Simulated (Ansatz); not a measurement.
## Rh (Fm-3m)

All numbers below come from DFT PBE, scalar-relativistic, plane waves, PAW (Ansatz 0.2.0).

Settings: cutoff 420 eV, Γ-centred mesh 18×18×18 on the computed 1-atom cell, Gaussian smearing of 0.10 eV; no spin polarisation.

The structure is relaxed at this level of theory with its symmetry kept.

```xyz
1
Lattice="0.0000 1.9150 1.9150 1.9150 0.0000 1.9150 1.9150 1.9150 0.0000" Properties=species:S:1:pos:R:3 pbc="T T T"
Rh    0.0000    0.0000    0.0000
```

```json
{"Space group": "Fm-3m (No. 225)", "Volume per atom": "14.05 Å³", "Formation energy from the elements' standard states (uncorrected)": "0.000 eV/atom", "Kohn–Sham band gap": "none (metal)", "Density of states at the Fermi level": "1.34 states/eV per cell", "Löwdin character within 0.5 eV of the Fermi level": "Rh 4d 96 %", "Bulk modulus": "257 GPa", "Its pressure derivative": "5.2", "Bader charges (e)": "Rh (1 in the cell) 0.00"}
```